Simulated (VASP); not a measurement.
# P in VASP: a series of runs

One sheet, P, is run at these levels: PBE+D3(BJ); tasks: single point.

All numbers are computed with VASP 6.6.1; they aren't measurements. Logs are shortened: lines on timing, memory, paths and dates and some standing lists are left out, and cuts for length are marked.

## (1) The sheet as given

The cell holds a sheet with vacuum, 4 atoms: a = 3.251 Å, b = 3.251 Å, c = 36.505 Å, α = 90.00°, β = 90.00°, γ = 120.00°.

The cell was built by a generator and needn't be a form met in nature.

## (2) Single point, PBE+D3(BJ)

File INCAR:

```
SYSTEM = P
  ALGO = Fast
  DIPOL = 0.5 0.5 0.274
  EDIFF = 1E-6
  ENCUT = 520
  GGA = PE
  IDIPOL = 3
  ISIF = 2
  ISMEAR = 0
  IVDW = 12
  LASPH = .True.
  LCHARG = .False.
  LDIPOL = .True.
  LREAL = .False.
  LWAVE = .False.
  NBANDS = 18
  NELM = 100
  PREC = Accurate
  SIGMA = 0.02
```

File KPOINTS:

```
k-points
0
Gamma
  9 9 1
  0 0 0
```

File POSCAR:

```
P
1.0
    3.2506986977     -0.0000002498      0.0000000000
   -1.6253491325      2.8151877772      0.0000000000
    0.0000000000      0.0000000000     36.5048182898
P
4
Direct
    0.6666666667      0.3333333333      0.2209327794
    0.3333333333      0.6666666667      0.1868006684
    0.6666666667      0.3333333333      0.3269401025
    0.0000000000      0.0000000000      0.3610722135
```

Potentials or basis: VASP PAW PBE potentials, release 64 (P).

The run is started by

```
> cat potpaw_PBE.64/P/POTCAR > POTCAR
> mpirun -np 1 vasp_std > vasp.out
```

OUTCAR:

```text
SYSTEM = P
   EDIFF = 1E-6
   ENCUT = 520
   GGA = PE
   ISIF = 2
   ISMEAR = 0
   IVDW = 12
   LASPH = .True.
   LREAL = .False.
   NELM = 100
   PREC = Accurate
 IVDW          = 12

 ion  position               nearest neighbor table
   1  0.667  0.333  0.221-   2 2.25   2 2.25   2 2.25
   2  0.333  0.667  0.187-   1 2.25   1 2.25   1 2.25
   3  0.667  0.333  0.327-   4 2.25   4 2.25   4 2.25
   4  0.000  0.000  0.361-   3 2.25   3 2.25   3 2.25

  LATTYP: Found a hexagonal cell.
 ALAT       =     3.2506986977
 C/A-ratio  =    11.2298375471

  Lattice vectors:

 A1 = (   3.2506986977,  -0.0000002498,   0.0000000000)
 A2 = (  -1.6253491325,   2.8151877772,   0.0000000000)
 A3 = (   0.0000000000,   0.0000000000,  36.5048182898)

Analysis of symmetry for initial positions (statically):
=====================================================================
 Subroutine PRICEL returns:
 Original cell was already a primitive cell.

 Routine SETGRP: Setting up the symmetry group for a
 hexagonal supercell.

 Subroutine GETGRP returns: Found 12 space group operations
 (whereof  6 operations were pure point group operations)
 out of a pool of 24 trial point group operations.

The static configuration has the point symmetry C_3v.
 The point group associated with its full space group is D_3d.

Analysis of symmetry for dynamics (positions and initial velocities):
=====================================================================
 Subroutine PRICEL returns:
 Original cell was already a primitive cell.

 Routine SETGRP: Setting up the symmetry group for a
 hexagonal supercell.

 Subroutine GETGRP returns: Found 12 space group operations
 (whereof  6 operations were pure point group operations)
 out of a pool of 24 trial point group operations.

The dynamic configuration has the point symmetry C_3v.
 The point group associated with its full space group is D_3d.

 Subroutine INISYM returns: Found 12 space group operations
 (whereof  6 operations are pure point group operations),
 and found     1 'primitive' translations

----------------------------------------------------------------------------------------

                                     Primitive cell

  volume of cell :     334.0675

  direct lattice vectors                    reciprocal lattice vectors
     3.250698698 -0.000000250  0.000000000     0.307626187  0.177608030  0.000000000
    -1.625349133  2.815187777  0.000000000     0.000000027  0.355216108  0.000000000
     0.000000000  0.000000000 36.504818290     0.000000000  0.000000000  0.027393644

  length of vectors
     3.250698698  3.250698698 36.504818290     0.355216108  0.355216108  0.027393644

  position of ions in fractional coordinates (direct lattice)
     0.666666667  0.333333333  0.220932779
     0.333333333  0.666666667  0.186800668
     0.666666667  0.333333333  0.326940102
     0.000000000  0.000000000  0.361072214

  ion indices of the primitive-cell ions
   primitive index   ion index
                 1           1
                 2           2
                 3           3
                 4           4

----------------------------------------------------------------------------------------

 KPOINTS: k-points

Automatic generation of k-mesh.
 Grid dimensions read from file:
 generate k-points for:    9    9    1

 Generating k-lattice:

  Cartesian coordinates                     Fractional coordinates (reciprocal lattice)
     0.034180687  0.019734226  0.000000000     0.111111111  0.000000000  0.000000000
     0.000000003  0.039468456  0.000000000     0.000000000  0.111111111  0.000000000
     0.000000000  0.000000000  0.027393644     0.000000000  0.000000000  1.000000000

  Length of vectors
     0.039468456  0.039468456  0.027393644

  Shift w.r.t. Gamma in fractional coordinates (k-lattice)
     0.000000000  0.000000000  0.000000000

 Subroutine IBZKPT returns following result:
 ===========================================

 Found     12 irreducible k-points:

 Following reciprocal coordinates:
            Coordinates               Weight
  0.000000  0.000000  0.000000      1.000000
  0.111111  0.000000  0.000000      6.000000
  0.222222  0.000000  0.000000      6.000000
  0.333333  0.000000  0.000000      6.000000
  0.444444  0.000000  0.000000      6.000000
  0.111111  0.111111  0.000000      6.000000
  0.222222  0.111111  0.000000     12.000000
  0.333333  0.111111  0.000000     12.000000
  0.444444  0.111111  0.000000      6.000000
  0.222222  0.222222  0.000000      6.000000
  0.333333  0.222222  0.000000     12.000000
  0.333333  0.333333  0.000000      2.000000
   k-points           NKPTS =     12   k-points in BZ     NKDIM =     12   number of bands    NBANDS=     18
   number of dos      NEDOS =    301   number of ions     NIONS =      4
   total plane-waves  NPLWV = 161280
   dimension x,y,z NGX =    24 NGY =   24 NGZ =  280
   dimension x,y,z NGXF=    48 NGYF=   48 NGZF=  560
   ions per type =               4
   NGX,Y,Z   is equivalent  to a cutoff of  12.27, 12.27, 12.75 a.u.
   NGXF,Y,Z  is equivalent  to a cutoff of  24.55, 24.55, 25.50 a.u.
 SYSTEM =  P
   PREC   = accura    normal or accurate (medium, high low for compatibility)
   ISTART =      0    job   : 0-new  1-cont  2-samecut
   ICHARG =      2    charge: 1-file 2-atom 10-const
   ISPIN  =      1    spin polarized calculation?
   LNONCOLLINEAR =      F non collinear calculations
   LSORBIT =      F    spin-orbit coupling
   LASPH  =      T    aspherical Exc in radial PAW
   ENCUT  =  520.0 eV  38.22 Ry    6.18 a.u.   6.04  6.04 67.87*2*pi/ulx,y,z
   NELM   =    100;   NELMIN=  2; NELMDL= -5     # of ELM steps
   EDIFF  = 0.1E-05   stopping-criterion for ELM
   LREAL  =      F    real-space projection
   EDIFFG = 0.1E-04   stopping-criterion for IOM
   NSW    =      0    number of steps for IOM
   IBRION =     -1    ionic relax: 0-MD 1-quasi-New 2-CG
   NFREE  =      0    steps in history (QN), initial steepest desc. (CG)
   ISIF   =      2    stress and relaxation
   ISYM   =      2    0-nonsym 1-usesym 2-fastsym
   POTIM  = 0.5000    time-step for ionic-motion
   TEBEG  =    0.0;   TEEND  =   0.0 temperature during run
   PSTRESS=    0.0 pullay stress
   NELECT =      20.0000    total number of electrons
   NUPDOWN=      -1.0000    fix difference up-down
   EMIN   =  10.00;   EMAX   =-10.00  energy-range for DOS
   EFERMI =   0.00;   METHOD = LEGACY
   ISMEAR =     0;   SIGMA  =   0.02  broadening in eV -4-tet -1-fermi 0-gaus
   EFERMI_NEDOS =   21; number of points for ismear=-14 and -15
   IALGO  =     68    algorithm
   IMIX   =      4    mixing-type and parameters
     AMIX     =   0.40;   BMIX     =  1.00
     AMIX_MAG =   1.60;   BMIX_MAG =  1.00
  volume/ion in A,a.u.               =      83.52       563.60
  Fermi-wavevector in a.u.,A,eV,Ry     =   0.640433  1.210242  5.580482  0.410154
  Thomas-Fermi vector in A             =   1.706438
   LORBIT       =      0    0 simple, 1 ext, 2 COOP (PROOUT), +10 PAW based schemes
   GGA     = PE    functional components
   LHFCALC =     F    Hartree Fock is set to
   AEXX    =    0.0000 exact exchange contribution
   IVDW    =    12    specifies the selected vdW correction
   LEPSILON=     F    determine dielectric tensor
   LRPA    =     F    only Hartree local field effects (RPA)
 non-spin polarized calculation
 RMM-DIIS sequential band-by-band and
 Gauss-broadening in eV      SIGMA  =   0.02
  energy-cutoff  :      520.00
  volume of cell :      334.07
 maximum number of plane-waves:      9108
   NGX = 13   NGY = 13   NGZ =135

 dipolmoment           0.000000      0.000000     -0.000000 electrons x Angstroem

 number of electron      19.9999996 magnetization

 dipolmoment           0.000000      0.000000      0.000002 electrons x Angstroem

 Free energy of the ion-electron system (eV)
  ---------------------------------------------------
  ext. energy  EPLUGINS =         0.00000000
  ---------------------------------------------------
  free energy    TOTEN  =       -21.42433713 eV

  energy without entropy =      -21.42433713  energy(sigma->0) =      -21.42433713

 E-fermi :  -3.1456     XC(G=0):  -2.6814

 val. band max:       -3.2780579934   @ k =   0.2222   0.0000   0.0000
 cond. band min:      -1.7301200609   @ k =   0.3333   0.0000   0.0000
 fundamental gap:      1.5479379325
 Fermi energy:        -3.1455955509

 k-point     1 :       0.0000    0.0000    0.0000
  band No.  band energies     occupation
      1     -17.7981      2.00000
      2     -17.7735      2.00000
      3     -10.2462      2.00000
      4      -9.9272      2.00000
      5      -4.5271      2.00000
      6      -3.5753      2.00000
[... 10 lines left out ...]
     17       1.8824      0.00000
     18       2.1306      0.00000

 k-point     2 :       0.1111    0.0000    0.0000
  band No.  band energies     occupation
      1     -17.5951      2.00000
      2     -17.5705      2.00000
      3     -10.1022      2.00000
      4      -9.7913      2.00000
      5      -5.0115      2.00000
      6      -4.9835      2.00000
[... 10 lines left out ...]
     17       2.1732      0.00000
     18       2.3554      0.00000

 k-point     3 :       0.2222    0.0000    0.0000
  band No.  band energies     occupation
      1     -16.9937      2.00000
      2     -16.9693      2.00000
      3      -9.8335      2.00000
      4      -9.5820      2.00000
      5      -7.1541      2.00000
      6      -7.0720      2.00000
[... 10 lines left out ...]
     17       2.7715      0.00000
     18       3.1116      0.00000

 k-point     4 :       0.3333    0.0000    0.0000
  band No.  band energies     occupation
      1     -16.0288      2.00000
      2     -16.0045      2.00000
      3     -10.6024      2.00000
      4     -10.5354      2.00000
      5      -7.8386      2.00000
      6      -7.5876      2.00000
[... 10 lines left out ...]
     17       3.5815      0.00000
     18       3.9404      0.00000

 k-point     5 :       0.4444    0.0000    0.0000
  band No.  band energies     occupation
      1     -14.8825      2.00000
      2     -14.8596      2.00000
      3     -12.2003      2.00000
      4     -12.1761      2.00000
      5      -7.0933      2.00000
      6      -6.8515      2.00000
[... 10 lines left out ...]
     17       2.8201      0.00000
     18       3.3097      0.00000

 k-point     6 :       0.1111    0.1111    0.0000
  band No.  band energies     occupation
      1     -17.1926      2.00000
      2     -17.1681      2.00000
      3      -9.8785      2.00000
      4      -9.5967      2.00000
      5      -6.4645      2.00000
      6      -6.4101      2.00000
[... 10 lines left out ...]
     17       2.8000      0.00000
     18       2.8154      0.00000

 k-point     7 :       0.2222    0.1111    0.0000
  band No.  band energies     occupation
      1     -16.4051      2.00000
      2     -16.3808      2.00000
      3     -10.0145      2.00000
      4      -9.8798      2.00000
      5      -7.7120      2.00000
      6      -7.5207      2.00000
[... 10 lines left out ...]
     17       3.3993      0.00000
     18       3.6045      0.00000

 k-point     8 :       0.3333    0.1111    0.0000
  band No.  band energies     occupation
      1     -15.3026      2.00000
      2     -15.2785      2.00000
      3     -11.4364      2.00000
      4     -11.3994      2.00000
      5      -7.4513      2.00000
      6      -7.2452      2.00000
[... 10 lines left out ...]
     17       3.4849      0.00000
     18       3.8946      0.00000

 k-point     9 :       0.4444    0.1111    0.0000
  band No.  band energies     occupation
      1     -14.4368      2.00000
      2     -14.4157      2.00000
      3     -12.5374      2.00000
      4     -12.5197      2.00000
      5      -7.2124      2.00000
      6      -7.1559      2.00000
[... 10 lines left out ...]
     17       2.8933      0.00000
     18       3.3043      0.00000

 k-point    10 :       0.2222    0.2222    0.0000
  band No.  band energies     occupation
      1     -15.4598      2.00000
      2     -15.4355      2.00000
      3     -10.9473      2.00000
      4     -10.8967      2.00000
      5      -7.5503      2.00000
      6      -7.5497      2.00000
[... 10 lines left out ...]
     17       3.5217      0.00000
     18       3.5683      0.00000

 k-point    11 :       0.3333    0.2222    0.0000
  band No.  band energies     occupation
      1     -14.3022      2.00000
      2     -14.2784      2.00000
      3     -12.2642      2.00000
      4     -12.2371      2.00000
      5      -8.3369      2.00000
      6      -8.3328      2.00000
[... 10 lines left out ...]
     17       3.8700      0.00000
     18       3.9289      0.00000

 k-point    12 :       0.3333    0.3333    0.0000
  band No.  band energies     occupation
      1     -13.2215      2.00000
      2     -13.1950      2.00000
      3     -13.1950      2.00000
      4     -13.1736      2.00000
      5      -8.9726      2.00000
      6      -8.9725      2.00000
[... 10 lines left out ...]
     17       4.8443      0.00000
     18       4.8443      0.00000

------------------------ aborting loop because EDIFF is reached ----------------------------------------

 vacuum level on the upper side and lower side of the slab       (xc-potential included)        -0.007        -0.007

 Edisp (eV)   -0.99615

 E8    (eV) :    -0.3895

  FORCE on cell =-STRESS in cart. coord.  units (eV):
  Direction    XX          YY          ZZ          XY          YZ          ZX
  --------------------------------------------------------------------------------------
  -------------------------------------------------------------------------------------
  Total      -0.16429    -0.16429    -0.24015    -0.00000    -0.00000     0.00000
  in kB      -0.78793    -0.78793    -1.15173    -0.00000    -0.00000     0.00000
  external pressure =       -0.91 kB  Pullay stress =        0.00 kB

 VOLUME and BASIS-vectors are now :
 -----------------------------------------------------------------------------
  energy-cutoff  :      520.00
  volume of cell :      334.07
      direct lattice vectors                 reciprocal lattice vectors
     3.250698698 -0.000000250  0.000000000     0.307626187  0.177608030  0.000000000
    -1.625349133  2.815187777  0.000000000     0.000000027  0.355216108  0.000000000
     0.000000000  0.000000000 36.504818290     0.000000000  0.000000000  0.027393644

 POSITION                                       TOTAL-FORCE (eV/Angst)
 -----------------------------------------------------------------------------------
      1.62535      0.93840      8.06511        -0.000000     -0.000000     -0.091533
      0.00000      1.87679      6.81912         0.000000     -0.000000      0.091062
      1.62535      0.93840     11.93489         0.000000      0.000000      0.091533
      0.00000      0.00000     13.18088        -0.000000      0.000000     -0.091062
 -----------------------------------------------------------------------------------
    total drift:                               -0.000000      0.000000      0.000030

  FREE ENERGIE OF THE ION-ELECTRON SYSTEM (eV)
  ---------------------------------------------------
  free  energy   TOTEN  =       -22.4204851506 eV

  energy  without entropy=      -22.4204851506  energy(sigma->0) =      -22.42048515

 vacuum level on the upper side and lower side of the slab         2.585         2.585
```

Wall time 1.7 min (1 thread of Intel Xeon Platinum 8375C at 2.90GHz (Ice Lake), shared host); peak memory 0.4 GiB.

Results:

```
Free energy                : -22.4205 eV
Largest force              : 0.092 eV/Å
Band gap on the k mesh     : 1.55 eV, indirect (least direct gap 1.90 eV)
Dispersion energy per atom : -0.249 eV
```

Forces in eV/Å, atoms in the order of the input:
```
P    0.000  0.000 -0.092
P    0.000  0.000  0.091
P    0.000  0.000  0.092
P    0.000  0.000 -0.091
```

A hybrid or GW would open this gap; PBE tends to underestimate it.

(Continued in part 2 of 2.)
